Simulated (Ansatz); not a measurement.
**Pressure against volume in Cu**

The cell was reached from a generator's guess, though it ends in a space group that the Crystallography Open Database lists for this formula.

All numbers below come from DFT PBE, scalar-relativistic, plane waves, PAW in Ansatz. Cutoff 420 eV, Γ-centred 26×26×26 mesh (1-atom cell), Gaussian smearing of 0.10 eV, no spin polarisation.

```
CELL_PARAMETERS angstrom
0.00000 1.81484 1.81484
1.81484 0.00000 1.81484
1.81484 1.81484 0.00000
ATOMIC_POSITIONS crystal
Cu 0.00000 0.00000 0.00000
```

The cell was set to several volumes, with shape and atoms relaxed at each where symmetry leaves them free. Pressure is positive in compression, and energies count from the lowest row. No row has a gap on its mesh.

```
row  V (Å³/atom)  P (GPa)  ΔE (meV/atom)
  1       10.520    24.81           97.8
  2       10.879        ?              ?
  3       11.238    10.19           21.5
  4       11.596     4.64            5.1
  5       11.955     0.01            0.0
  6       12.313    -3.86            4.4
  7       12.672    -7.08           16.7
  8       13.150   -10.56           43.2
```

Q: Find B = −V·ΔP/ΔV from rows 4 and 6 and from rows 1 and 3, and from the two its slope B′ and its value B0 at zero pressure.

A: Rows 4 and 6 give −(11.596 + 12.313)/2 × (-3.86 − (4.64))/(12.313 − 11.596) = 141.7 GPa at a mean pressure of 0.39 GPa. Rows 1 and 3 give −(10.520 + 11.238)/2 × (10.19 − (24.81))/(11.238 − 10.520) = 221.5 GPa at a mean pressure of 17.50 GPa. So B′ = (221.5 − 141.7)/(17.50 − (0.39)) = 4.66 and B0 = 141.7 − 4.66 × (0.39) = 139.9 GPa. A third-order Birch–Murnaghan fit to all the energies gives B0 = 140.6 GPa and B′ = 5.0.

Q: Estimate the pressure and energy of row 2.

A: From row 5, V0 = 11.955 × (1 + (0.01)/139.9) = 11.956 Å³/atom. Murnaghan's form P = (B0/B′)·[(V0/V)^B′ − 1] gives (139.9/4.66) × [(11.956/10.879)^4.66 − 1] = 16.59 GPa; the computed pressure is 16.84 GPa, so the estimate is off by -0.25 GPa. The work of compression from row 3, with the mean of the two pressures, gives ΔE = 21.5 + (16.59 + 10.19)/2 × (11.238 − 10.879)/160.2 × 1000 = 51.5 meV/atom (1 eV/Å³ = 160.2 GPa); the computed value is 51.5 meV/atom.

All volumes keep the k mesh of the relaxed cell. A structure relaxed within its symmetry needn't be a true minimum.

Copper stiffens steadily under compression: the pressure climbs faster for each step inward than it falls for each step outward, and the energy well is correspondingly steeper on the small-volume side. This is the usual anharmonicity of a metal with a full d shell. Squeezing raises the kinetic energy of the sp electrons and the Pauli repulsion between overlapping 3d shells, while the cohesion that resists expansion weakens with distance. The bulk modulus of about 140 GPa is close to the known value for copper.

The finite-difference B′ of 4.66 lies below the fitted 5.0, probably because it averages over a pressure range in which B′ itself declines. That helps explain why the estimated pressure of row 2 is slightly low. The exact match in energy is partly a cancellation, since the trapezoid rule overestimates the work under a convex pressure curve. Tension is still growing at the largest volume, so the data don't locate the limit of stability under uniform expansion.
